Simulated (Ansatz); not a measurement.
Write the native input for Ansatz 0.2.0 that does the following.

```yaml
Task: single point
Functional: PBE
Potentials_or_basis: Ansatz PAW
Cutoff: "420 eV (not typed: the program's choice for these potentials)"
k_mesh: 10 × 5 × 15
Occupations: fermi-dirac, width 0.05 eV
Spin: no spin polarisation
```

The system is Al2O3.

```
CELL_PARAMETERS angstrom
4.61378 0.00000 0.00000
0.00000 9.56328 0.00000
0.00000 0.00000 3.11986
ATOMIC_POSITIONS crystal
Al 0.98298 0.82457 0.00000
Al 0.01702 0.17543 0.00000
Al 0.48297 0.67543 0.50000
Al 0.51702 0.32457 0.50000
O 0.50000 0.50000 0.50000
O 0.12363 0.75305 0.50000
O 0.37637 0.25305 0.00000
O 0.62364 0.74695 0.00000
O 0.00000 0.00000 0.00000
O 0.87636 0.24695 0.50000
```

Measurements of this composition are mostly on another form, of space group No. 167.

One way to write it, as run:

input.yaml

```yaml
crystal:
  lattice:
    - [4.613777, 0.0, 0.0]
    - [0.0, 9.563279, 0.0]
    - [0.0, 0.0, 3.119862]
  atoms:
    - { symbol: Al, position: [0.982975, 0.824573, 0.0] }
    - { symbol: Al, position: [0.017025, 0.175427, 0.0] }
    - { symbol: Al, position: [0.482975, 0.675427, 0.5] }
    - { symbol: Al, position: [0.517025, 0.324573, 0.5] }
    - { symbol: O, position: [0.5, 0.5, 0.5] }
    - { symbol: O, position: [0.123635, 0.75305, 0.5] }
    - { symbol: O, position: [0.376365, 0.25305, 0.0] }
    - { symbol: O, position: [0.623635, 0.74695, 0.0] }
    - { symbol: O, position: [0.0, 0.0, 0.0] }
    - { symbol: O, position: [0.876365, 0.24695, 0.5] }
hamiltonian:
  xc: pbe
  pseudopotentials: { kind: paw }
kpoints:
  mp_grid: { grid: [10, 5, 15] }
scf:
  occupations: { method: fermi_dirac, width: 0.05 }
output:
  forces: true
  stress: true
  eigenvalues: true
  write_density: true
  write_potential: true
  elf: true
  volumetric_format: npy
```

Potentials or basis: Ansatz PAW.

Launch:

```sh
$ ansatz run input.yaml --threads 4 --pin off --max-ram 11264MiB --backend cpu --events-out ev --progress --plain --runs-dir out
```

Results of the run:

The pressure is 0.0 GPa. The largest force is 0.190 eV/Å and the band gap on the k mesh is 3.52 eV, direct.

Caveat: odd divisions of the mesh miss points on the zone boundary, where band edges often lie, so the gap on the mesh can be too wide; the pressure holds a Pulay correction of +0.5 GPa for the finite cutoff.

Wall time 14 s on 4 threads of Arm Neoverse V1, with other jobs on the host, peak memory 0.76 GiB.
